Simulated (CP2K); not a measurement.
# CuO (P1) in CP2K: reference runs

Reference runs on CuO: the cell as given.

Program: CP2K 2026.2. These are calculated values, not measurements. Logs are shortened: lines on timing, memory, paths and dates and some standing lists are left out, and cuts for length are marked.

## 1. The cell of the first run

The typed cell holds 8 atoms: a = 2.900 Å, b = 5.129 Å, c = 5.643 Å, α = 93.94°, β = 101.64°, γ = 97.69°.

## 2. Single point, PBE (atom 8 moved 0.30 Å)

cuo_scf.inp reads:

```
&GLOBAL
  PROJECT cuo_scf
  RUN_TYPE ENERGY_FORCE
  PRINT_LEVEL LOW
&END GLOBAL
&FORCE_EVAL
  METHOD QS
  STRESS_TENSOR ANALYTICAL
  &DFT
    BASIS_SET_FILE_NAME BASIS_MOLOPT_UZH
    POTENTIAL_FILE_NAME POTENTIAL_UZH
    &MGRID
      CUTOFF 600
      REL_CUTOFF 60
      NGRIDS 4
    &END MGRID
    &QS
      METHOD GPW
      EPS_DEFAULT 1.0E-10
    &END QS
    &KPOINTS
      SCHEME MONKHORST-PACK 9 5 5
      GAMMA_CENTERED T
      SYMMETRY T
      SYMMETRY_BACKEND SPGLIB
    &END KPOINTS
    &SCF
      SCF_GUESS ATOMIC
      EPS_SCF 1.0E-6
      MAX_SCF 100
      ADDED_MOS 34
      CHOLESKY OFF
      EPS_EIGVAL 1.0E-7
      &DIAGONALIZATION ON
        ALGORITHM STANDARD
      &END DIAGONALIZATION
      &MIXING ON
        METHOD BROYDEN_MIXING
        ALPHA 0.4
        BETA 1.5
        NBUFFER 8
      &END MIXING
      &SMEAR ON
        METHOD FERMI_DIRAC
        ELECTRONIC_TEMPERATURE 580.23
      &END SMEAR
    &END SCF
    &XC
      &XC_FUNCTIONAL
        &GGA_X_PBE
        &END GGA_X_PBE
        &GGA_C_PBE
        &END GGA_C_PBE
      &END XC_FUNCTIONAL
    &END XC
    &PRINT
      &KPOINTS ON
      &END KPOINTS
      &MULLIKEN ON
      &END MULLIKEN
      &MO ON
        ENERGIES T
        OCCUPATION_NUMBERS T
        &EACH
          QS_SCF 0
        &END EACH
        ADD_LAST NUMERIC
      &END MO
      &LOWDIN ON
      &END LOWDIN
      &HIRSHFELD ON
        SHAPE_FUNCTION DENSITY
      &END HIRSHFELD
    &END PRINT
  &END DFT
  &SUBSYS
    &CELL
      A 2.9004842893 0.0000000000 0.0000000000
      B -0.6863139245 5.0826738175 0.0000000000
      C -1.1382173865 -0.5453462678 5.4998408397
      PERIODIC XYZ
    &END CELL
    &COORD
      Cu  0.4419738646 -0.1296237371 1.3380927968
      Cu  1.3231073160 -0.4022968710 4.0880132167
      Cu  1.9896257727 2.2753766047 2.7130530068
      Cu  -0.0297250652 2.0027034708 5.4629734266
      O   1.2127015375 3.6601314983 1.5624863031
      O   -0.8066493004 3.3874583644 4.3124067229
      O   1.8854165565 1.1632948450 1.1136992906
      O   -0.1451913257 0.8369189544 4.1585591801
    &END COORD
    &KIND Cu
      BASIS_SET TZVP-MOLOPT-PBE-GTH-q11
      POTENTIAL GTH-PBE-q11
    &END KIND
    &KIND O
      BASIS_SET TZVP-MOLOPT-PBE-GTH-q6
      POTENTIAL GTH-PBE-q6
    &END KIND
    &PRINT
      &ATOMIC_COORDINATES ON
      &END ATOMIC_COORDINATES
      &CELL ON
      &END CELL
    &END PRINT
  &END SUBSYS
  &PRINT
    &FORCES ON
    &END FORCES
    &STRESS_TENSOR ON
    &END STRESS_TENSOR
  &END PRINT
&END FORCE_EVAL
```

Potentials or basis: POTENTIAL_UZH Cu GTH-PBE-q11, O GTH-PBE-q6; TZVP-MOLOPT-PBE-GTH basis.

Run with:

```
OMP_NUM_THREADS=1 mpirun -n 2 cp2k.psmp -i cuo_scf.inp -o cuo_scf.out
```

cuo_scf.out:

```text

 CP2K| version string:                                       CP2K version 2026.2
 CP2K| Input file name                                               cuo_scf.inp

 GLOBAL| Force Environment number                                              1
 GLOBAL| Basis set file name                                    BASIS_MOLOPT_UZH
 GLOBAL| Potential file name                                       POTENTIAL_UZH
 GLOBAL| MM Potential file name                                     MM_POTENTIAL
 GLOBAL| Coordinate file name                                      __STD_INPUT__
 GLOBAL| Method name                                                        CP2K
 GLOBAL| Project name                                                    cuo_scf
 GLOBAL| Run type                                                   ENERGY_FORCE
 GLOBAL| FFT library                                                       FFTW3
 GLOBAL| Diagonalization library                                       ScaLAPACK
 GLOBAL| Cholesky decomposition library                                ScaLAPACK
 GLOBAL| DGEMM library                                                      BLAS
 GLOBAL| Direct generalized diagonalization requested                          F
 GLOBAL| Matrix multiplication library                                 ScaLAPACK
 GLOBAL| Global print level                                                  LOW
 GLOBAL| Total number of message passing processes                             2
 GLOBAL| Number of threads for this process                                    1
 GLOBAL| CPU model name                                                  UNKNOWN

 CELL| Volume [angstrom^3]:                                            81.079839
 CELL| Vector a [angstrom]:       2.900     0.000     0.000   |a| =     2.900484
 CELL| Vector b [angstrom]:      -0.686     5.083     0.000   |b| =     5.128801
 CELL| Vector c [angstrom]:      -1.138    -0.545     5.500   |c| =     5.642800
 CELL| Angle (b,c), alpha [degree]:                                    93.944105
 CELL| Angle (a,c), beta  [degree]:                                   101.637058
 CELL| Angle (a,b), gamma [degree]:                                    97.690141
 CELL| Numerically orthorhombic:                                              NO
 CELL| Periodicity                                                           XYZ

 CELL_REF| Volume [angstrom^3]:                                        81.079839
 CELL_REF| Vector a [angstrom     2.900     0.000     0.000   |a| =     2.900484
 CELL_REF| Vector b [angstrom    -0.686     5.083     0.000   |b| =     5.128801
 CELL_REF| Vector c [angstrom    -1.138    -0.545     5.500   |c| =     5.642800
 CELL_REF| Angle (b,c), alpha [degree]:                                93.944105
 CELL_REF| Angle (a,c), beta  [degree]:                               101.637058
 CELL_REF| Angle (a,b), gamma [degree]:                                97.690141
 CELL_REF| Numerically orthorhombic:                                          NO
 CELL_REF| Periodicity                                                       XYZ
[... 9 lines left out ...]
 TOTAL NUMBERS AND MAXIMUM NUMBERS

[... 1193 lines left out ...]

 [... the levels of further k-points ...]

 !-----------------------------------------------------------------------------!
                     Mulliken Population Analysis

 #  Atom  Element  Kind  Atomic population                           Net charge
       1     Cu       1         10.196293                              0.803707
       2     Cu       1         10.190985                              0.809015
       3     Cu       1         10.237227                              0.762773
       4     Cu       1         10.135960                              0.864040
       5     O        2          6.825135                             -0.825135
       6     O        2          6.834340                             -0.834340
       7     O        2          6.822436                             -0.822436
       8     O        2          6.757623                             -0.757623
 # Total charge                             68.000000                 -0.000000

 !-----------------------------------------------------------------------------!

 !-----------------------------------------------------------------------------!
                           Hirshfeld Charges

  #Atom  Element  Kind  Ref Charge     Population                    Net charge
      1       Cu     1      11.000         10.809                         0.191
      2       Cu     1      11.000         10.805                         0.195
      3       Cu     1      11.000         10.819                         0.181
      4       Cu     1      11.000         10.799                         0.201
      5       O      2       6.000          6.193                        -0.193
      6       O      2       6.000          6.193                        -0.193
      7       O      2       6.000          6.190                        -0.190
      8       O      2       6.000          6.192                        -0.192

  Total Charge                                                            0.000
 !-----------------------------------------------------------------------------!

 LOWDIN POPULATION ANALYSIS

 #  Atom  Element  Kind  Atomic population                           Net charge
       1     Cu       1         11.983617                             -0.983617
       2     Cu       1         12.038256                             -1.038256
       3     Cu       1         11.887018                             -0.887018
       4     Cu       1         12.121278                             -1.121278
       5     O        2          5.007051                              0.992949
       6     O        2          5.008956                              0.991044
       7     O        2          5.007204                              0.992796
       8     O        2          4.946619                              1.053381
 # Total charge                             68.000000                 -0.000000

 ENERGY| Total FORCE_EVAL ( QS ) energy [hartree]           -255.162713289969190

 FORCES| Atomic forces [hartree/bohr]
 FORCES|   Atom     x               y               z               |f|
 FORCES|      1  2.65054334E-04  7.53503730E-04  2.34770546E-04   8.32549627E-04
 FORCES|      2 -2.84427432E-03 -8.76256279E-03  8.27277935E-03   1.23818933E-02
 FORCES|      3  4.58836312E-03 -1.00692813E-02  7.75849780E-03   1.35143549E-02
 FORCES|      4  1.64027891E-03  2.94895837E-02  3.85788335E-02   4.85865460E-02
 FORCES|      5  1.20451603E-03  2.60599850E-03 -5.50971612E-03   6.21281408E-03
 FORCES|      6  1.01114547E-03 -5.15094986E-03 -8.97484246E-03   1.03972351E-02
 FORCES|      7 -5.85937536E-04 -3.56719735E-04  1.32041386E-02   1.32219457E-02
 FORCES|      8 -4.67888870E-03 -1.01007593E-02 -5.40402536E-02   5.51748706E-02
 FORCES| Sum     6.00257316E-04 -1.59118700E-03 -4.75792500E-04
 FORCES| Total atomic force                                       1.76594547E-03

 STRESS| Analytical stress tensor [bar]
 STRESS|                        x                   y                   z
 STRESS|      x        1.00020347773E+05  -2.96157418454E+03  -7.43735840974E+02
 STRESS|      y       -2.96157418454E+03   1.33440923472E+05   3.18276375277E+04
 STRESS|      z       -7.43735840974E+02   3.18276375277E+04   1.33023104898E+05
 STRESS| 1/3 Trace                                             1.22161458715E+05
 STRESS| Determinant                                           1.67301298230E+15

 STRESS| Eigenvectors and eigenvalues of the analytical stress tensor [bar]
 STRESS|                        1                   2                   3
 STRESS| Eigenvalues   9.89319970517E+04   1.02386192783E+05   1.65166186309E+05
 STRESS|      x           0.845233261095      0.532876742058     -0.040287865580
 STRESS|      y           0.399695025567     -0.580339844560      0.709541789716
 STRESS|      z          -0.354717663609      0.615831180267      0.703510722402
```

Wall time 5.1 min (2 MPI ranks of Arm Neoverse V1, shared host).

Results:

* Free energy: -6943.3305 eV
* Pressure: 12.2 GPa
* Largest force: 2.837 eV/Å
* Band gap on the k mesh: none (metal or under the smearing width)
* Mulliken charges: Cu +0.80, +0.81, +0.76, +0.86; O -0.83, -0.82, -0.76 e
* Hirshfeld charges: Cu +0.19, +0.20, +0.18; O -0.19 e

Forces in eV/Å, atoms in the order of the input:
```
Cu   0.014  0.039  0.012
Cu  -0.146 -0.451  0.425
Cu   0.236 -0.518  0.399
Cu   0.084  1.516  1.984
O    0.062  0.134 -0.283
O    0.052 -0.265 -0.462
O   -0.030 -0.018  0.679
O   -0.241 -0.519 -2.779
```

Caveat: Mulliken charges move with the basis; the basis of atomic orbitals isn't converged, which shifts pressures, moduli and gaps; the run has no spin polarisation, though such a crystal can be magnetic; semilocal functionals often make such compounds metallic where correlation or magnetic order opens a gap, which also shifts bond lengths; forces of over 1 eV/Å show positions far from the minimum, so gaps and moduli don't describe the material at rest.
